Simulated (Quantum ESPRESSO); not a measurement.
The system is LiCl.

```
Cl Li
1.0
     0.00000    2.56477    2.56477
     2.56477    0.00000    2.56477
     2.56477    2.56477    0.00000
Cl Li
1 1
Direct
  0.50000 0.50000 0.50000
  0.00000 0.00000 0.00000
```

Base run:

| Item | Value |
| --- | --- |
| Program | Quantum ESPRESSO 7.5 |
| Functional | LDA |
| Potentials or basis | PseudoDojo 0.4.1 SR LDA standard |
| Cutoff | 1007 eV |
| Density cutoff | 4027 eV |
| k mesh | 9 × 9 × 9 |
| Occupations | fermi-dirac, width 0.05 eV |
| Spin | no spin polarisation |

Its results: band gap on the k mesh 5.99 eV, direct; pressure -3.2 GPa.

Problem. The run is repeated on the same cell with these changes: functional from LDA to PBE; potentials or basis from PseudoDojo 0.4.1 SR LDA standard to PseudoDojo 0.4.1 SR PBE standard. What comes out?

Solution. Band gap on the k mesh 6.33 eV, direct; pressure 0.4 GPa.

Caveats: some levels on the path didn't converge (some runs).
